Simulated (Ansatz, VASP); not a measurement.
**Two plane-wave programs on SnH5**

```
Sn H
1.0
     3.49405    0.00000    0.00000
    -1.74702    3.02593    0.00000
     0.00000    0.00000    5.65970
Sn H
1 5
Cartesian
  0.0000 2.0173 0.0000
  1.7470 1.0086 3.7939
  0.0000 2.0173 3.2136
  1.7470 1.0086 2.8298
  0.0000 2.0173 2.4461
  1.7470 1.0086 1.8658
```

Change from the starting cell: species swapped into the CeMg5 type (P-6m2, No. 187).

Alike in both runs: functional PBE; k mesh 6 × 6 × 4; occupations gaussian, width 0.1 eV; no spin polarisation.

Ansatz relaxed the structure, and its values are those at the end. VASP's run is a single point on that final structure, the one shown.

```csv
,VASP,Ansatz
version,VASP 6.6.1,Ansatz 0.2.0
potentials or method,"VASP PAW PBE potentials, release 64 (Sn_d, H)","scalar-relativistic, plane waves, PAW"
plane-wave cutoff (eV),520,420
valence electrons in the cell,19,19
```

|  | VASP | Ansatz | Ansatz less VASP |
| --- | --- | --- | --- |
| gap on the k mesh at the Fermi level (eV) | none | none | - |
| pressure (GPa) | -0.2 | 0.0 | +0.21 |
| rms of the force components (eV/Å) | 0.006 | 0.004 | -0.0019 |

A gap of «none» marks a metal or a gap that the smearing closes. The functional is the same, so the differences come from potentials, cutoffs and numerics.
